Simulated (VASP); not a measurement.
Wanted: the native input for a VASP 6.6.1 run.

```yaml
Task: relaxation of cell and atoms
Functional: RPBE
Dispersion: D3(BJ)
Potentials_or_basis: VASP PAW PBE potentials, release 64 (Sb)
Cutoff: 600 eV
k_mesh: 6 × 6 × 6
Occupations: gaussian, width 0.05 eV
Spin: non-collinear spin, typed start
Starting_moments: "[[-0.103, 0.324, -0.279]] μB"
Dipole_correction: no
Further_INCAR_settings: ALGO = Normal; EDIFF = 1e-06; IBRION = 2; EDIFFG = -0.01; NSW = 80; ISIF = 3
```

The structure of Sb lies in POSCAR:

```
Sb
1.0
    3.0733806909      0.0000000000      0.0000000000
    0.0000000000      3.0733806909      0.0000000000
    0.0000000000      0.0000000000      3.0733806909
Sb
1
Direct
    0.0000000000      0.0000000000      0.0000000000
```

This isn't the form of Sb at room conditions, which is rhombohedral.

The cell isn't the ideal one: volume scaled by 0.92.

These files were run (other wordings do the same):

INCAR

```
SYSTEM = Sb
PREC = Accurate
ENCUT = 600
EDIFF = 1E-6
ISMEAR = 0
SIGMA = 0.05
LREAL = .FALSE.
LASPH = .TRUE.
NELM = 150
ALGO = Normal
ISIF = 3
LWAVE = .FALSE.
LCHARG = .FALSE.
LNONCOLLINEAR = .TRUE.
MAGMOM = -0.103 0.324 -0.279
LORBIT = 11
GGA = RP
IVDW = 12
IBRION = 2
NSW = 80
EDIFFG = -0.01
```

KPOINTS

```
regular mesh
0
G
  6 6 6
  0 0 0
```

Potentials or basis: VASP PAW PBE potentials, release 64 (Sb).

Run with:

```bash
$ cat potpaw_PBE.64/Sb/POTCAR > POTCAR
$ mpirun -np 1 vasp_ncl > vasp.out
```

Results of the run:

| Item | Value |
| --- | --- |
| Relaxed volume | 23.44 Å³/atom |
| Relaxed cell | a = 2.862 Å, b = 2.862 Å, c = 2.862 Å, α = 90.00°, β = 90.00°, γ = 90.00° |
| Space group after relaxing (to 0.05 Å) | Pm-3m (No. 221) |
| Energy gained by relaxing | 321.5 meV/atom |
| Ionic steps | 7 |
| Pressure after relaxing | 0.0 GPa |
| Band gap on the k mesh | none (metal or under the smearing width) |
| Net moment | 0.00 μB per cell |
| Valence electrons inside the program's atomic spheres | Sb 2.52 |
| Dispersion energy per atom | -2.974 eV |

Caveat: the volume moved by over 15 % at a fixed basis, so the end points are rough; the PAW data sets were made with another functional, which shifts forces and pressure a little; pairwise dispersion overbinds metals, which lowers pressure and volume.

Wall time 2.2 min on 1 thread of Intel(R) Xeon(R) 6975P-C (Granite Rapids), with other jobs on the host, peak memory 0.3 GiB.
